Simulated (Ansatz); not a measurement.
The parent structure is CsPbI$_{3}$ in the cubic perovskite structure (space group Pm-3m, No. 221; a = 6.333 Å).

Level of theory: r2SCAN (Ansatz, a first-principles code; PAW; 500 eV plane waves; no spin-orbit coupling).

For the base:

```
Quantity            Value
---------  --------------
Hole mass  0.15 mₑ (at R)
```

Modification: an isotropic linear strain of −3.09 %; the atoms relax in the strained cell.

Task: What happens to the mean gap deformation potential ΔEg/Δln V, energy relative to the base and hole mass?

Result: The mean gap deformation potential ΔEg/Δln V comes out as +3.8 eV; the energy increases by 25 meV/atom; the hole mass changes from 0.15 mₑ (at R) to 0.10 mₑ (at R).

Spin-orbit coupling, missing from the scalar runs, can matter with I and Pb. Masses are band curvatures over ±0.01 Å⁻¹ around the edge. No phonon test of stability was made. Many cubic perovskites are stable only at high temperature; tilts and polar distortions were not tested. This is not the structure that CsPbI3 has at room temperature and ambient pressure.
